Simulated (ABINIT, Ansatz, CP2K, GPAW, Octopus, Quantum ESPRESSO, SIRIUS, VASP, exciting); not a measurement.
## One calculation of PtS2, 9 ways

```xyz
3
Lattice="3.5432 0.0000 0.0000 -1.7716 3.0685 0.0000 0.0000 0.0000 5.0388" Properties=species:S:1:pos:R:3 pbc="T T T"
Pt    0.0000    0.0000    0.0000
S     1.7716    1.0228    3.8950
S     0.0000    2.0457    1.1438
```

Alike in all runs: task single point; functional PBEsol; k mesh 9 × 9 × 5; occupations fermi-dirac, width 0.05 eV; no spin polarisation; no spin-orbit coupling. Pressure is positive in compression and, in plane waves, holds the error of the finite cutoff.

```tsv
program and potentials	plane-wave cutoff (eV)	notes	pressure (GPa)	largest force (eV/Å)
CP2K, POTENTIAL_UZH Pt GTH-PBE-q18, S GTH-PBE-q6; TZVP-MOLOPT-PBE-GTH basis	-	atomic basis; potentials made for PBE; 10 valence electrons an atom on average	7.93	1.187
SIRIUS, PseudoDojo 0.4.1 PBEsol standard (scalar relativistic)	1152	10 valence electrons an atom on average	6.21	0.938
GPAW, PAW data sets generated for this functional	600	9.33 valence electrons an atom on average	6.37	0.969
Quantum ESPRESSO, GBRV 1.5 PBEsol	612	9.33 valence electrons an atom on average	?	?
exciting, all-electron LAPW+lo, shipped species files, valence relativity iora*	-	-	-	0.996
VASP, PBE PAW files Pt, S, 520 eV	520	potentials made for PBE; 7.33 valence electrons an atom on average	6.09	0.930
ABINIT, PseudoDojo NC SR PBEsol v0.4.1 standard	1143	10 valence electrons an atom on average	6.21	0.938
Ansatz, all-electron LAPW, scalar-relativistic	-	-	6.40	0.950
Octopus, pseudodojo_pbesol (PseudoDojo 0.4, PBEsol)	-	10 valence electrons an atom on average	-	0.947
```

Task: Estimate from the other rows what the run with Quantum ESPRESSO, GBRV 1.5 PBEsol gave.

Result: Pressure 6.04 GPa; largest force 0.940 eV/Å. The other rows, which needn't bracket it: pressure 6.09 to 7.93; largest force 0.930 to 1.187.
